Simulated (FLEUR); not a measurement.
TiSe2: equation of state with LDA (Wigner correlation)

Crystal: TiSe2.

```xyz
3
Lattice="3.5360 0.0000 0.0000 -1.7680 3.0623 0.0000 0.0000 0.0000 6.0040" Properties=species:S:1:pos:R:3 pbc="T T T"
Se    1.7680    1.0208    4.4718
Se    0.0000    2.0415    1.5322
Ti    0.0000    0.0000    0.0000
```

```json
{
  "Program": "FLEUR MaX-R8.1 (patched build s14)",
  "Task": "equation of state",
  "Functional": "LDA (Wigner correlation)",
  "Potentials or basis": "all-electron",
  "Basis": "FLAPW",
  "Kmax": "3.96 1/bohr",
  "k mesh": "9 × 9 × 5",
  "Occupations": "fermi-dirac, width 0.05 eV",
  "Spin": "no spin polarisation"
}
```

```yaml
Equilibrium_volume: 21.18 Å³/atom
Bulk_modulus_at_fixed_shape_and_positions: 89 GPa
```

Energy against volume, from the lowest point:
```tsv
volume (Å³/atom)	energy (meV/atom)
20.371	7.37
20.804	0.00
21.671	1.22
22.538	19.81
22.971	34.72
```

Caveat: the plane-wave cutoff is short for the semicore states, which can make moduli rough; the cell was scaled at fixed shape and fractional positions, which overstates the stiffness of a crystal with free parameters, most of all of layers and chains.
